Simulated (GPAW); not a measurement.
What a tighter setting buys: kpts, LiI (Fm-3m, 2 atoms in the cell)

```
CELL_PARAMETERS angstrom
      0.00000     2.93941     2.93941
      2.93941     0.00000     2.93941
      2.93941     2.93941     0.00000
ATOMIC_POSITIONS crystal
  Li 0.00000 0.00000 0.00000
  I  0.50000 0.50000 0.50000
```

Computed with PBE, GPAW PAW datasets PBE (gpaw-data 1.0.1) (plane waves; GPAW 25.7.0).

Base settings: mode = pw; ecut = 600 eV; xc = PBE; kpts = 5 5 5; mesh shift (steps) = 0 0 0; occupations.name = fermi-dirac; occupations.width = 0 eV; nbands = -4; convergence.density = 1e-05 e/electron; convergence.bands = -2.

Misses are taken against the tightest run, 24 24 24, which need not be fully converged itself. The energy is the free energy per atom.

The count of work is k-points × plane waves × bands × iterations; it is no time, and leaves out set-up, grids and terms that scale otherwise. Core times come from one kind of shared machine and are given to one figure; runs under 30 s give none.

The starting cell comes from a database of computed structures (which also holds hypothetical and non-ambient phases and stackings), without a prior relaxation at this level. Its lattice was rescaled by a random factor within 2.5 % of one.

The runs (kpts): 1 1 1 | 2 2 2 | 3 3 3 | 4 4 4 | 5 5 5 | 6 6 6 | 7 7 7 | 8 8 8 | 9 9 9 | 11 11 11 | 13 13 13 | 15 15 15 | 19 19 19 | 24 24 24.

Question: Which is the coarsest setting among those run that, with all tighter ones, holds the energy within 20 meV/atom of the reference, and what does it save?

Answer: 4 4 4, off by 11 meV/atom; it needs 0.0096 of the reference's count of work.

Question: Which is the coarsest setting among those run that, with all tighter ones, holds the energy within 0.5 meV/atom of the reference, and what does it save?

Answer: 6 6 6, off by 0.45 meV/atom; it needs 0.033 of the reference's count of work.

Question: What does the step from 3 3 3 to 6 6 6 buy?

Answer: It takes the miss in the energy from 60 to 0.45 meV/atom, for 5.9 times the count of work.

```
kpts      energy less reference (meV/atom)  pressure less reference (GPa)  count of work / reference  core time / reference (rough)
--------  --------------------------------  -----------------------------  -------------------------  -----------------------------
1 1 1                              4060.78                          37.29                    0.00073                              –
2 2 2                               433.50                           5.79                     0.0036                              –
3 3 3                                59.76                           1.07                     0.0055                              –
4 4 4                                10.54                           0.24                     0.0096                              –
5 5 5                                 2.10                           0.06                      0.019                              –
6 6 6                                 0.45                           0.01                      0.033                              –
7 7 7                                 0.10                           0.00                      0.034                              –
8 8 8                                 0.02                           0.00                      0.051                              –
9 9 9                                 0.01                           0.00                      0.062                              –
11 11 11                              0.00                           0.00                       0.15                              –
13 13 13                              0.00                           0.00                       0.18                              –
15 15 15                              0.00                           0.00                       0.31                            0.3
19 19 19                              0.00                           0.00                       0.57                            0.6
24 24 24                              0.00                           0.00                        1.0                              1
```
